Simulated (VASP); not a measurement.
## KTaO3: Born charges and dielectric tensor with PBE

Crystal: KTaO3.

```
K Ta O
1.0
     4.02436    0.00000    0.00000
     0.00000    4.02436    0.00000
     0.00000    0.00000    4.02436
K Ta O
1 1 3
Direct
  0.50000 0.50000 0.50000
  0.00000 0.00000 0.00000
  0.50000 0.00000 0.00000
  0.00000 0.50000 0.00000
  0.00000 0.00000 0.50000
```

| Quantity | Value |
| --- | --- |
| Program | VASP 6.6.1 |
| Task | Born charges and dielectric tensor |
| Functional | PBE |
| Potentials or basis | VASP PAW PBE potentials, release 64 (K_sv, Ta_pv, O) |
| Cutoff | 520 eV |
| k mesh | 12 × 12 × 12 |
| Occupations | gaussian, width 0.02 eV |
| Spin | no spin polarisation |
| Further INCAR settings | ALGO = Normal; EDIFF = 1e-08; IBRION = 8; NSW = 1 |

* Band gap on the k mesh: 2.12 eV, indirect (least direct gap 2.75 eV)
* Electronic dielectric tensor (diagonal): 5.47
* Born charges (mean of the diagonal): K +1.15; Ta +8.79; O -3.31 e
* Highest phonon frequency at Γ, LO-TO splitting left out: 510 cm⁻¹
* Most unstable mode: 40i cm⁻¹

Levels at points of the mesh, in eV from the valence-band top:
| k point | band 15 | band 16 | band 17 | band 18 | band 19 | band 20 | band 21 | band 22 | band 23 |
| --- | --- | --- | --- | --- | --- | --- | --- | --- | --- |
| (0.00, 0.00, 0.00) | -1.02 | -1.02 | -0.63 | -0.63 | -0.63 | 2.12 | 2.12 | 2.12 | 6.41 |
| (0.50, 0.00, 0.00) | -2.31 | -2.08 | -1.45 | -0.85 | -0.85 | 2.26 | 4.84 | 4.84 | 6.49 |
| (0.50, 0.50, 0.00) | -2.73 | -1.70 | -1.40 | -1.40 | -0.04 | 4.88 | 4.88 | 6.12 | 7.32 |
| (0.50, 0.50, 0.50) | -3.82 | -3.82 | 0.00 | 0.00 | 0.00 | 6.23 | 6.23 | 6.23 | 8.84 |

Phonon frequencies in cm⁻¹ (negative: imaginary):
| q point | frequencies |
| --- | --- |
| (0.000, 0.000, 0.000) | -40 -40 -40 0 0 0 181 181 181 265 265 265 510 510 510 |

Electronic dielectric tensor:
```
5.47 0.00 0.00
0.00 5.47 0.00
0.00 0.00 5.47
```

Born effective charge tensors (e):
atom 1, K
```
1.15 0.00 0.00
0.00 1.15 0.00
0.00 0.00 1.15
```
atom 2, Ta
```
8.79 0.00 0.00
0.00 8.79 0.00
0.00 0.00 8.79
```
atom 3, O
```
-6.62  0.00  0.00
 0.00 -1.66  0.00
 0.00  0.00 -1.66
```
atom 4, O
```
-1.66  0.00  0.00
 0.00 -6.62  0.00
 0.00  0.00 -1.66
```
atom 5, O
```
-1.66  0.00  0.00
 0.00 -1.66  0.00
 0.00  0.00 -6.62
```

Run time: 52 min on 1 thread of Intel(R) Xeon(R) 6975P-C (Granite Rapids), on a shared host, peak memory 1.1 GiB.

Caveat: some modes are imaginary; spin-orbit coupling is left out, which moves the levels of the heavy elements. PBE gaps usually lie below the measured ones, often by a third to a half.
